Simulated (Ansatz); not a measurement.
# Ti: further runs on the relaxed cell

An exercise on one series of results from a longer session: the logs are not shown, and one member is left open.

This is Ti in the fcc structure; at room conditions it is hcp.

Program: Ansatz 0.2.0. Level of theory: DFT PBEsol, scalar-relativistic, plane waves, PAW. These are calculated values, not measurements.

1 further run of the same task is left out (set aside as unsound or not needed).

## The system as given

It takes space group Fm-3m (No. 225, cubic). Conventional cell: a = 4.056 Å, b = 4.056 Å, c = 4.056 Å, α = 90.00°, β = 90.00°, γ = 90.00°. Ti (site symmetry m-3m) is surrounded by 12 Ti at 2.87 Å.

Structure file:

```cif
data_structure
_symmetry_space_group_name_H-M 'Fm-3m'
_symmetry_Int_Tables_number 225
_cell_length_a 4.0558
_cell_length_b 4.0558
_cell_length_c 4.0558
_cell_angle_alpha 90.000
_cell_angle_beta 90.000
_cell_angle_gamma 90.000
_cell_volume 66.72
loop_
_atom_site_label
_atom_site_type_symbol
_atom_site_symmetry_multiplicity
_atom_site_Wyckoff_symbol
_atom_site_fract_x
_atom_site_fract_y
_atom_site_fract_z
_atom_site_occupancy
Ti1 Ti 4 a 0.00000 0.00000 0.00000 1
```

It is the result of an earlier relaxation at this level (volume 16.68 Å³/atom; gap on the mesh: none (metal)).

Set-up of the first run:

Input file input.yaml:

```yaml
crystal:
  lattice:
    - [0.0, 2.0279211515, 2.0279211515]
    - [2.0279211515, 0.0, 2.0279211515]
    - [2.0279211515, 2.0279211515, 0.0]
  atoms:
    - { symbol: Ti, position: [0.0, 0.0, 0.0] }
basis:
  ecutwfc: 420
kpoints:
  mp_grid: { grid: [18, 18, 18] }
  band_path:
    path:
      - [[0.0, 0.0, 0.0], [0.5, 0.0, 0.5], [0.625, 0.25, 0.625]]
      - [[0.375, 0.375, 0.75], [0.0, 0.0, 0.0], [0.5, 0.5, 0.5], [0.5, 0.25, 0.75], [0.5, 0.0, 0.5]]
    npoints: 14
hamiltonian:
  xc: pbesol
scf:
  occupations: { method: gaussian, width: 0.1 }
  n_extra_bands: 6
output:
  forces: true
  stress: true
  eigenvalues: true
  populations: true
  dos: { projected: true, de: 0.02, nscf_kmesh: { grid: [27, 27, 27] } }
  bader: true
  write_density: true
  write_potential: true
  elf: true
  volumetric_format: npy
```

Launch:

```
$ ansatz run input.yaml --threads 1 --pin off --max-ram 2560MiB --backend cpu --events-out ev --progress --plain --runs-dir out
```

Steps of the session up to this table: Static run: bands, density of states and charges; The cell as listed, for comparison; Point at V/V0 = 0.97; The cell scaled to 1.03 of its volume; The cell scaled to 0.94 of its volume; The cell scaled to 1.06 of its volume; Volume × 0.91; The cell scaled to 1.10 of its volume; Volume × 0.88.

One table of the session follows, with a row left open; its other results are not shown here.

```
volume (Å³/atom)  energy above the lowest point (meV/atom)  pressure (GPa)
          14.678                                     101.8           18.03
          15.178                                         ?               ?
          15.679                                      23.0            7.83
          16.179                                       5.4            3.66
          16.680                                       0.0            0.00
          17.180                                       5.3           -3.21
          17.680                                      19.9           -6.03
          18.347                                      52.1           -9.25
```

Q: Estimate the row for volume (Å³/atom) = 15.178 from the others.

Worked estimate for «energy above the lowest point (meV/atom)». A straight line through the neighbours (14.678, 101.8) and (15.679, 23.0) gives 101.8 + (23.0 − 101.8) × (15.178 − 14.678) / (15.679 − 14.678) = 62.4; a parabola fitted to 3 rows on both sides gives 55.2.

**Answer.** energy above the lowest point (meV/atom): 54.5; pressure (GPa): 12.59. In «energy above the lowest point (meV/atom)» the line misses by +7.9 and the parabola by +0.7.
